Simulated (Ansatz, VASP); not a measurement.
# KI: VASP beside Ansatz

Contents of POSCAR:

```
KI
1.0
    0.0000000000      3.6431050751      3.6431050751
    3.6431050751      0.0000000000      3.6431050751
    3.6431050751      3.6431050751      0.0000000000
K I
1 1
Direct
    0.0000000000      0.0000000000      0.0000000000
    0.5000000000      0.5000000000      0.5000000000
```

File INCAR.step1:

```
PREC = Accurate ; ENCUT = 520
ISMEAR = 0 ; SIGMA = 0.01
LREAL = F ; LASPH = T
NELM = 80 ; NBANDS = 15
GGA = PE ; ALGO = Normal
EDIFF = 1E-4 ; LWAVE = T
LCHARG = F
```

Contents of INCAR.step2:

```
PREC = Accurate ; ENCUT = 520
EDIFF = 1E-6 ; ISMEAR = 0
SIGMA = 0.01 ; LREAL = F
LASPH = T ; NELM = 80
ALGO = Normal ; ISIF = 2
LWAVE = F ; LCHARG = F
METAGGA = R2SCAN ; LMIXTAU = T
NBANDS = 15 ; ISTART = 1
```

KPOINTS

```
Automatic mesh
0
Gamma
  6 6 6
```

Input for Ansatz:

```yaml
crystal:
  lattice:
    - [0.0, 3.6431050751, 3.6431050751]
    - [3.6431050751, 0.0, 3.6431050751]
    - [3.6431050751, 3.6431050751, 0.0]
  atoms:
    - { symbol: K, position: [0.0, 0.0, 0.0] }
    - { symbol: I, position: [0.5, 0.5, 0.5] }
kpoints:
  mp_grid: { grid: [6, 6, 6] }
  band_path:
    path:
      - [0.0, 0.0, 0.0]
      - [0.5, 0.0, 0.5]
      - [0.625, 0.25, 0.625]
      - [0.375, 0.375, 0.75]
      - [0.5, 0.5, 0.5]
      - [0.5, 0.25, 0.75]
    npoints: 1
hamiltonian:
  xc: r2scan
scf:
  occupations: { method: fixed }
  n_extra_bands: 4
output:
  forces: true
  stress: true
  eigenvalues: true
```

Change from the starting cell: hydrostatic strain +2.8%.

Alike in both runs: task single point; functional r2SCAN; k mesh 6 × 6 × 6; no spin polarisation.

|  | VASP | Ansatz |
| --- | --- | --- |
| version | VASP 6.6.1 | Ansatz 0.2.0 |
| potentials or method | VASP PAW PBE potentials, release 64 (K_sv, I) | plane waves, PAW |
| plane-wave cutoff (eV) | 520 | 500 |
| occupations | gaussian, width 0.01 eV | fixed |
| valence electrons in the cell | 16 | 26 |

|  | VASP | Ansatz | Ansatz less VASP |
| --- | --- | --- | --- |
| gap on the k mesh at the Fermi level (eV) | 4.39 | 4.39 | +0.003 |
| pressure (GPa) | -0.8 | -0.8 | +0.01 |

The two sets of potentials don't hold the same shells in valence.

Caveats: the PAW data sets were made with another functional, which shifts forces and pressure a little (VASP); spin-orbit coupling is left out, which moves the levels of the heavy elements.
